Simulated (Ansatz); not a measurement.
# Ir: the cost of one run

Computed with Ansatz 0.2.0 (DFT PBE, scalar-relativistic, plane waves, PAW, unless a step's input says otherwise).

**1. The system as given**

The structure is trigonal, space group R-3m (No. 166). The conventional cell has a = 2.878 Å, b = 2.878 Å, c = 20.863 Å, α = 90.00°, β = 90.00°, γ = 120.00°. Around Ir (site symmetry -3m) lie 12 Ir at 2.85 to 2.88 Å. Around Ir (site symmetry 3m) lie 12 Ir at 2.85 to 2.88 Å.

Coordinates:

```xyz
3
Lattice="1.4390 0.8308 6.9544 -1.4390 0.8308 6.9544 0.0000 -1.6616 6.9544" Properties=species:S:1:pos:R:3 pbc="T T T"
Ir    0.0000    0.0000    0.0000
Ir    0.0000    0.0000    4.6362
Ir    0.0000    0.0000   16.2269
```

(A quick probe on a coarse mesh, which set the mesh and smearing, is not shown.)

**3. A loose first relaxation**

input.yaml

```yaml
crystal:
  lattice:
    - [1.4389505514, 0.8307784882, 6.9543577242]
    - [-1.4389505514, 0.8307784882, 6.9543577242]
    - [0.0, -1.6615569764, 6.9543577242]
  atoms:
    - { symbol: Ir, position: [0.0, 0.0, 0.0] }
    - { symbol: Ir, position: [0.22222, 0.22222, 0.22222] }
    - { symbol: Ir, position: [0.77778, 0.77778, 0.77778] }
basis:
  ecutwfc: 420
kpoints:
  mp_grid: { grid: [9, 9, 9] }
hamiltonian:
  xc: pbe
scf:
  occupations: { method: gaussian, width: 0.1 }
  lower_state_search: "off"
output:
  forces: true
  stress: true
  eigenvalues: true
relax:
  adjacent_minimum: "off"
  f_tol: 0.04
  max_steps: 70
  cell: { stress_tol: 0.4 }
```

What time and memory should one allow on 1 thread of an Arm CPU, shared host?

About 29 s, with a peak of 0.38 GiB.
